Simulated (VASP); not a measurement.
TaN in VASP: convergence with ENCUT

Crystal: TaN.

```
Ta N
1.0
     5.19600    0.00000    0.00000
    -2.59800    4.49987    0.00000
     0.00000    0.00000    2.91100
Ta N
3 3
Direct
  0.99984 0.00264 0.99748
  0.66696 0.33158 0.49527
  0.33135 0.66764 0.49844
  0.99961 0.39415 0.00374
  0.60357 0.60543 0.99854
  0.38821 0.99567 0.99969
```

The cell isn't the ideal one: atoms moved at random, drawn with an rms of 0.02 Å.

| Item | Value |
| --- | --- |
| Program | VASP 6.6.1 |
| Task | single point |
| Functional | PBE |
| Potentials or basis | VASP PAW PBE potentials, release 64 (Ta_sv_GW, N_GW) |
| Cutoff | 200 eV |
| k mesh | 5 × 5 × 7 |
| Occupations | gaussian, width 0.02 eV |
| Spin | no spin polarisation |

These are the settings of the first run; the series varies ENCUT, with any setting tied to it.

Hardware: 1 thread of AMD EPYC 7R43 64-Core Processor (Zen 3), with other jobs on the host.

**Question.** The values tried are 200 eV, 250 eV, 300 eV, 350 eV, 400 eV, 450 eV, 500 eV, 600 eV, 800 eV, loosest first. From which on does the energy stay within 1 meV/atom of the tightest run that finished?

**Answer.** From 600 eV on.

```tsv
ENCUT	energy less the tightest run, at zero smearing (meV/atom)	largest force (eV/Å)	SCF cycles	CPU time (s)	peak memory (GiB)
200 eV	2513.49	0.717	14	52	0.12
250 eV	913.40	0.518	15	83	0.14
300 eV	300.38	0.579	14	80	0.16
350 eV	104.31	0.582	15	120	0.18
400 eV	34.06	0.588	16	190	0.22
450 eV	9.57	0.591	19	220	0.24
500 eV	1.95	0.590	23	360	0.27
600 eV	-0.71	0.589	21	380	0.31
800 eV	0.00	0.590	24	660	0.45
```

Against the tightest run, the largest force stays within 0.005 eV/Å from 400 eV on. The tightest run that finished is the yardstick and may itself not be fully converged.

Spin-orbit coupling is left out, which matters for the levels of Ta.
